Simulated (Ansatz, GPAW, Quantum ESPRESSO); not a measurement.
## One calculation of Ti, 4 ways

```
CELL_PARAMETERS angstrom
-1.64100 1.64100 1.64100
1.64100 -1.64100 1.64100
1.64100 1.64100 -1.64100
ATOMIC_POSITIONS crystal
Ti 0.00000 0.00000 0.00000
```

This isn't the form of Ti at room conditions, which is hcp.

Alike in all runs: task band structure; functional LDA; k mesh 11 × 11 × 11; occupations fermi-dirac, width 0.05 eV; no spin polarisation; no spin-orbit coupling. LDA stands for any of its common fits. Pressure is positive in compression and, in plane waves, holds the error of the finite cutoff.

```csv
program and potentials,plane-wave cutoff (eV),notes,pressure (GPa)
"GPAW, PAW data sets generated for this functional",600,-,-11.41
"Quantum ESPRESSO, PseudoDojo 0.4.1 SR LDA standard",1143,-,-10.84
"Ansatz, all-electron LAPW, scalar-relativistic",-,-,?
"GPAW, the program's PAW data sets (release 1.2.1) made for this functional",600,-,-11.41
```

Estimate from the other rows what the run with Ansatz, all-electron LAPW, scalar-relativistic gave.

Pressure -10.94 GPa. The other rows, which needn't bracket it: pressure -11.41 to -10.84.
